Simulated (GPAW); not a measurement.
The system is CdS (Hawleyite).

```
CELL_PARAMETERS angstrom
0.00000 2.91650 2.91650
2.91650 0.00000 2.91650
2.91650 2.91650 0.00000
ATOMIC_POSITIONS crystal
Cd 0.00000 0.00000 0.00000
S 0.75000 0.75000 0.75000
```

Base run:

```yaml
Program: GPAW 26.7.0
Functional: PBE
Potentials_or_basis: SG15 ONCV 1.2
Cutoff: 1100 eV
Basis: pw
k_mesh: 6 × 6 × 6
Occupations: fermi-dirac, width 0.05 eV
Spin: no spin polarisation
```

Its results: band gap on the k mesh 1.15 eV, direct; pressure 3.1 GPa.

The run is repeated on the same cell with these changes: potentials or basis from SG15 ONCV 1.2 to PAW data sets generated in the run's folder for this functional; cutoff from 1100 eV to 600 eV; band points from 60 to 100; valence electrons from 26 to 18. What comes out?

Band gap on the k mesh 1.13 eV, direct; pressure 2.6 GPa.

Not every run made on this cell is shown here.
